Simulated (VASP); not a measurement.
# InAs (F-43m) in VASP: settings compared

The runs below take InAs through electric field gradients, with PBEsol, LDA.

All numbers are computed with VASP 6.6.1; they aren't measurements. Logs are shortened: lines on timing, memory, paths and dates and some standing lists are left out, and cuts for length are marked.

**Measured values to compare with.**

From a printed reference work, data compilation, for a bulk crystal of InAs at 4.2 K: band gap 0.418 eV (direct).

The results are compared with them further down.

### 1 The cell of the first run

The structure is cubic, space group F-43m (No. 216). Conventional cell: a = 6.036 Å, b = 6.036 Å, c = 6.036 Å, α = 90.00°, β = 90.00°, γ = 90.00°. Within 3.4 Å of In (site symmetry -43m) lie 4 As at 2.61 Å. Within 3.4 Å of As (site symmetry -43m) lie 4 In at 2.61 Å.

### 2 Electric field gradients, PBEsol

Contents of INCAR:

```
ALGO = Normal
EDIFF = 1E-8
ENCUT = 400
GGA = PS
GGA_COMPAT = False
ISIF = 2
ISMEAR = -1
LASPH = True
LCHARG = False
LEFG = True
LREAL = False
LWAVE = False
NBANDS = 86
NELM = 120
PREC = Accurate
SIGMA = 0.05
```

Contents of KPOINTS:

```
k-points
0
Gamma
  5 5 5
```

Contents of POSCAR:

```
InAs
1.0
    0.0000000000      6.0360000000      6.0360000000
    6.0360000000      0.0000000000      6.0360000000
    6.0360000000      6.0360000000      0.0000000000
In As
8 8
Direct
    0.0000000000      0.0000000000      0.0000000000
    0.0000000000      0.0000000000      0.5000000000
    0.0000000000      0.5000000000      0.0000000000
    0.0000000000      0.5000000000      0.5000000000
    0.5000000000      0.0000000000      0.0000000000
    0.5000000000      0.0000000000      0.5000000000
    0.5000000000      0.5000000000      0.0000000000
    0.5000000000      0.5000000000      0.5000000000
    0.1250000000      0.1250000000      0.1250000000
    0.1250000000      0.1250000000      0.6250000000
    0.1250000000      0.6250000000      0.1250000000
    0.1250000000      0.6250000000      0.6250000000
    0.6250000000      0.1250000000      0.1250000000
    0.6250000000      0.1250000000      0.6250000000
    0.6250000000      0.6250000000      0.1250000000
    0.6250000000      0.6250000000      0.6250000000
```

Potentials or basis: VASP PAW PBE potentials, release 64 (In_d, As).

Run with:

```console
cat potpaw_PBE.64/In_d/POTCAR potpaw_PBE.64/As/POTCAR > POTCAR
mpirun -np 1 vasp_std > vasp.out
```

OUTCAR:

```text
EDIFF = 1E-8
   ENCUT = 400
   GGA = PS
   ISIF = 2
   ISMEAR = -1
   LASPH = True
   LREAL = False
   NELM = 120
   PREC = Accurate

 ion  position               nearest neighbor table
   1  0.000  0.000  0.000-  10 2.61  11 2.61  13 2.61   9 2.61
   2  0.000  0.000  0.500-   9 2.61  12 2.61  14 2.61  10 2.61
   3  0.000  0.500  0.000-   9 2.61  12 2.61  15 2.61  11 2.61
   4  0.000  0.500  0.500-  10 2.61  11 2.61  16 2.61  12 2.61
   5  0.500  0.000  0.000-   9 2.61  14 2.61  15 2.61  13 2.61
   6  0.500  0.000  0.500-  10 2.61  13 2.61  16 2.61  14 2.61
[... 8 lines left out ...]
  15  0.625  0.625  0.125-   3 2.61   5 2.61   8 2.61   7 2.61
  16  0.625  0.625  0.625-   4 2.61   6 2.61   7 2.61   8 2.61
[... 6 lines left out ...]
 A1 = (   0.0000000000,   6.0360000000,   6.0360000000)
 A2 = (   6.0360000000,   0.0000000000,   6.0360000000)
 A3 = (   6.0360000000,   6.0360000000,   0.0000000000)

Analysis of symmetry for initial positions (statically):
=====================================================================
 Subroutine PRICEL returns following result:

  LATTYP: Found a face centered cubic cell.
 ALAT       =     6.0360000000

  Lattice vectors:

 A1 = (   0.0000000000,   3.0180000000,   3.0180000000)
 A2 = (   3.0180000000,   0.0000000000,   3.0180000000)
 A3 = (   3.0180000000,   3.0180000000,   0.0000000000)

   8 primitive cells build up your supercell.

 Routine SETGRP: Setting up the symmetry group for a
 face centered cubic supercell.

 Subroutine GETGRP returns: Found 24 space group operations
 (whereof 24 operations were pure point group operations)
 out of a pool of 48 trial point group operations.

The static configuration has the point symmetry T_d .

Analysis of symmetry for dynamics (positions and initial velocities):
=====================================================================
 Subroutine PRICEL returns following result:

  LATTYP: Found a face centered cubic cell.
 ALAT       =     6.0360000000

  Lattice vectors:

 A1 = (   0.0000000000,   3.0180000000,   3.0180000000)
 A2 = (   3.0180000000,   0.0000000000,   3.0180000000)
[... 1019 lines left out ...]
 [bands above 84 left out]

------------------------ aborting loop because EDIFF is reached ----------------------------------------

  FORCE on cell =-STRESS in cart. coord.  units (eV):
  Direction    XX          YY          ZZ          XY          YZ          ZX
  --------------------------------------------------------------------------------------
  -------------------------------------------------------------------------------------
  Total        4.3231408      4.3231408      4.3231408     -0.0000000      0.0000000     -0.0000000
  in kB       15.7482492     15.7482492     15.7482492     -0.0000000      0.0000000     -0.0000000
  external PRESSURE =      15.7482492 kB  Pullay stress =       0.0000000 kB

 VOLUME and BASIS-vectors are now :
 -----------------------------------------------------------------------------
  energy-cutoff  :      400.00
  volume of cell :      439.82
      direct lattice vectors                 reciprocal lattice vectors
     0.000000000  6.036000000  6.036000000    -0.082836315  0.082836315  0.082836315
     6.036000000  0.000000000  6.036000000     0.082836315 -0.082836315  0.082836315
     6.036000000  6.036000000  0.000000000     0.082836315  0.082836315 -0.082836315

 POSITION                                       TOTAL-FORCE (eV/Angst)
 -----------------------------------------------------------------------------------
      0.00000      0.00000      0.00000        -0.000000     -0.000000     -0.000000
      3.01800      3.01800      0.00000        -0.000000     -0.000000     -0.000000
      3.01800      0.00000      3.01800        -0.000000     -0.000000     -0.000000
      6.03600      3.01800      3.01800        -0.000000     -0.000000     -0.000000
      0.00000      3.01800      3.01800        -0.000000     -0.000000     -0.000000
      3.01800      6.03600      3.01800        -0.000000     -0.000000      0.000000
[... 8 lines left out ...]
      4.52700      4.52700      7.54500         0.000000      0.000000      0.000000
      7.54500      7.54500      7.54500         0.000000      0.000000      0.000000
 -----------------------------------------------------------------------------------
    total drift:                               -0.000000     -0.000000     -0.000000

  FREE ENERGIE OF THE ION-ELECTRON SYSTEM (eV)
  ---------------------------------------------------
  free  energy   TOTEN  =       -67.8577368268 eV

  energy  without entropy=      -67.8548079713  energy(sigma->0) =      -67.85627240

 Electric field gradients (V/A^2)
---------------------------------------------------------------------
 ion       V_xx      V_yy      V_zz      V_xy      V_xz      V_yz
---------------------------------------------------------------------
   1      -0.000    -0.000    -0.000    -0.000    -0.000    -0.000
   2       0.000    -0.000    -0.000    -0.000    -0.000    -0.000
   3       0.000    -0.000    -0.000    -0.000    -0.000    -0.000
   4       0.000    -0.000    -0.000    -0.000    -0.000    -0.000
   5      -0.000     0.000    -0.000    -0.000    -0.000    -0.000
   6       0.000     0.000    -0.000    -0.000    -0.000    -0.000
[... 8 lines left out ...]
  15       0.000     0.000    -0.000     0.000     0.000     0.000
  16       0.000     0.000    -0.000     0.000     0.000     0.000
---------------------------------------------------------------------

 Electric field gradients after diagonalization (V/A^2)
 (convention: |V_zz| > |V_xx| > |V_yy|)
----------------------------------------------------------------------
 ion       V_xx      V_yy      V_zz     asymmetry (V_yy - V_xx)/ V_zz
----------------------------------------------------------------------
   1       0.000     0.000    -0.000       0.000
   2       0.000     0.000    -0.000       0.000
   3       0.000     0.000    -0.000       0.000
   4       0.000     0.000    -0.000       0.000
   5       0.000     0.000    -0.000       0.000
   6       0.000     0.000    -0.000       0.000
[... 8 lines left out ...]
  15      -0.000    -0.000     0.000       0.000
  16      -0.000    -0.000     0.000       0.000
----------------------------------------------------------------------

           NMR quadrupolar parameters

 Cq : quadrupolar parameter    Cq=e*Q*V_zz/h
 eta: asymmetry parameters     (V_yy - V_xx)/ V_zz
 Q  : nuclear electric quadrupole moment in mb (millibarn)
----------------------------------------------------------------------
 ion       Cq(MHz)       eta       Q (mb)
----------------------------------------------------------------------
   1      -0.000       0.000       1.000
   2      -0.000       0.000       1.000
   3      -0.000       0.000       1.000
   4      -0.000       0.000       1.000
   5      -0.000       0.000       1.000
   6      -0.000       0.000       1.000
[... 8 lines left out ...]
  15       0.000       0.000       1.000
  16       0.000       0.000       1.000
----------------------------------------------------------------------
```

Wall time 14 min (1 thread of AMD EPYC 7R13, shared host); peak memory 0.49 GiB.

Results:

```yaml
Free_energy: -67.8577 eV
Pressure: 1.6 GPa
Band_gap_on_the_k_mesh: zero (filled and empty bands touch)
Largest_electric_field_gradient_by_atom: zero within the noise of the run
```

Levels at points of the mesh, in eV from the Fermi level:
```csv
k point,band 70,band 71,band 72,band 73,band 74,band 75
"(0.00, 0.00, 0.00)",-0.33,-0.07,-0.07,-0.07,0.81,0.81
```

Caveat: semilocal functionals underestimate gaps, so a narrow gap can read as zero; the PAW data sets were made with another functional, which shifts forces and pressure a little; spin-orbit coupling is left out, which moves the levels of the heavy elements.

### 3 Electric field gradients, LDA

Contents of INCAR:

```
PREC = Accurate
ENCUT = 400
EDIFF = 1E-8
ISMEAR = -1
SIGMA = 0.05
LREAL = False
LASPH = True
NELM = 120
ALGO = Normal
ISIF = 2
LWAVE = False
LCHARG = False
GGA = CA
LEFG = True
NBANDS = 86
GGA_COMPAT = False
```

Contents of KPOINTS:

```
Automatic mesh
0
Gamma
  5 5 5
```

POSCAR is that of step 2.

Potentials or basis: VASP PAW LDA potentials, release 64 (In_d, As).

Run with:

```console
cat potpaw_LDA.64/In_d/POTCAR potpaw_LDA.64/As/POTCAR > POTCAR
mpirun -np 1 vasp_std > vasp.out
```

OUTCAR:

```text
PREC = Accurate
   ENCUT = 400
   EDIFF = 1E-8
   ISMEAR = -1
   LREAL = False
   LASPH = True
   NELM = 120
   ISIF = 2
   GGA = CA

 ion  position               nearest neighbor table
   1  0.000  0.000  0.000-  10 2.61  11 2.61  13 2.61   9 2.61
   2  0.000  0.000  0.500-   9 2.61  12 2.61  14 2.61  10 2.61
   3  0.000  0.500  0.000-   9 2.61  12 2.61  15 2.61  11 2.61
   4  0.000  0.500  0.500-  10 2.61  11 2.61  16 2.61  12 2.61
   5  0.500  0.000  0.000-   9 2.61  14 2.61  15 2.61  13 2.61
   6  0.500  0.000  0.500-  10 2.61  13 2.61  16 2.61  14 2.61
[... 8 lines left out ...]
  15  0.625  0.625  0.125-   3 2.61   5 2.61   8 2.61   7 2.61
  16  0.625  0.625  0.625-   4 2.61   6 2.61   7 2.61   8 2.61
[... 6 lines left out ...]
 A1 = (   0.0000000000,   6.0360000000,   6.0360000000)
 A2 = (   6.0360000000,   0.0000000000,   6.0360000000)
 A3 = (   6.0360000000,   6.0360000000,   0.0000000000)

Analysis of symmetry for initial positions (statically):
[... 1123 lines left out ...]
 Electric field gradients after diagonalization (V/A^2)
 (convention: |V_zz| > |V_xx| > |V_yy|)
----------------------------------------------------------------------
 ion       V_xx      V_yy      V_zz     asymmetry (V_yy - V_xx)/ V_zz
----------------------------------------------------------------------
   1       0.000     0.000    -0.000       0.000
   2       0.000     0.000    -0.000       0.000
   3       0.000     0.000    -0.000       0.000
   4       0.000     0.000    -0.000       0.000
   5       0.000     0.000    -0.000       0.000
   6       0.000     0.000    -0.000       0.000
[... 8 lines left out ...]
  15      -0.000    -0.000     0.000       0.000
  16      -0.000    -0.000     0.000       0.000
----------------------------------------------------------------------

           NMR quadrupolar parameters

 Cq : quadrupolar parameter    Cq=e*Q*V_zz/h
 eta: asymmetry parameters     (V_yy - V_xx)/ V_zz
 Q  : nuclear electric quadrupole moment in mb (millibarn)
----------------------------------------------------------------------
 ion       Cq(MHz)       eta       Q (mb)
----------------------------------------------------------------------
   1      -0.000       0.000       1.000
   2      -0.000       0.000       1.000
   3      -0.000       0.000       1.000
   4      -0.000       0.000       1.000
   5      -0.000       0.000       1.000
   6      -0.000       0.000       1.000
[... 8 lines left out ...]
  15       0.000       0.000       1.000
  16       0.000       0.000       1.000
----------------------------------------------------------------------
```

OSZICAR:

```text
N       E                     dE             d eps       ncg     rms          rms(c)
DAV:   1     0.140954482542E+04    0.14095E+04   -0.53593E+04  1720   0.157E+03
DAV:   2     0.157757724994E+03   -0.12518E+04   -0.12193E+04  1728   0.444E+02
DAV:   3    -0.580667137378E+02   -0.21582E+03   -0.20523E+03  1986   0.204E+02
DAV:   4    -0.740043601915E+02   -0.15938E+02   -0.15745E+02  2048   0.552E+01
DAV:   5    -0.747163319711E+02   -0.71197E+00   -0.70943E+00  2418   0.105E+01    0.154E+01
DAV:   6    -0.725508334347E+02    0.21655E+01   -0.39430E+00  2246   0.153E+01    0.727E+00
DAV:   7    -0.722657112733E+02    0.28512E+00   -0.19662E+00  2508   0.495E+00    0.178E+00
DAV:   8    -0.722395491760E+02    0.26162E-01   -0.32013E-01  2316   0.396E+00    0.113E+00
DAV:   9    -0.722363360542E+02    0.32131E-02   -0.18609E-02  2280   0.878E-01    0.834E-01
DAV:  10    -0.722335956238E+02    0.27404E-02   -0.16027E-02  2246   0.846E-01    0.366E-01
DAV:  11    -0.722335573173E+02    0.38307E-04   -0.20545E-03  2304   0.237E-01    0.915E-02
DAV:  12    -0.722335659607E+02   -0.86433E-05   -0.13033E-04  2642   0.366E-02    0.105E-01
DAV:  13    -0.722335656707E+02    0.28994E-06   -0.62957E-06  2416   0.128E-02    0.338E-02
DAV:  14    -0.722335657139E+02   -0.43208E-07   -0.18782E-06  2534   0.552E-03    0.125E-02
DAV:  15    -0.722335654724E+02    0.24155E-06   -0.40958E-07  2152   0.345E-03    0.456E-03
DAV:  16    -0.722335654569E+02    0.15492E-07   -0.17043E-07  1770   0.111E-03    0.147E-03
DAV:  17    -0.722335654571E+02   -0.23465E-09   -0.77954E-09  1040   0.495E-04
   1 F= -.72233565E+02 E0= -.72232107E+02  d E =-.291637E-02
```

stdout:

```text
POSCAR found type information on POSCAR InAs
 POSCAR found :  2 types and      16 ions
 scaLAPACK will be used
 LDA part: xc-table for (Slater(with rela. corr.)+CA(PZ))
 , standard interpolation
 POSCAR, INCAR and KPOINTS ok, starting setup
 FFT: planning ... GRIDC
 FFT: planning ... GRID_SOFT
 FFT: planning ... GRID
 WAVECAR not read
 entering main loop
ion   1

ion   2

ion   3

ion   4

ion   5

ion   6

ion   7

ion   8

ion   9

ion  10

ion  11

ion  12

ion  13

ion  14

ion  15

ion  16
```

Run time: 13 min. Hardware: 1 thread of AMD EPYC 7R13, shared host; peak memory 0.39 GiB.

Results:

| Item | Value |
| --- | --- |
| Free energy | -72.2336 eV |
| Pressure | -0.2 GPa |
| Band gap on the k mesh | zero (filled and empty bands touch) |
| Largest electric field gradient by atom | zero within the noise of the run |

Caveat: semilocal functionals underestimate gaps, so a narrow gap can read as zero; spin-orbit coupling is left out, which moves the levels of the heavy elements.

### 4 How close it comes

Step 3. Against the measured gap of InAs, 0.418 eV (direct; 4.2 K; a printed reference work, data compilation), the calculated 0.00 eV is off by -0.42 eV. Spin-orbit coupling on As, In is left out. The value is that of LDA on a finite k mesh, which can miss the band edges, without temperature or zero-point motion. Semilocal functionals fall short of measured gaps as a rule.
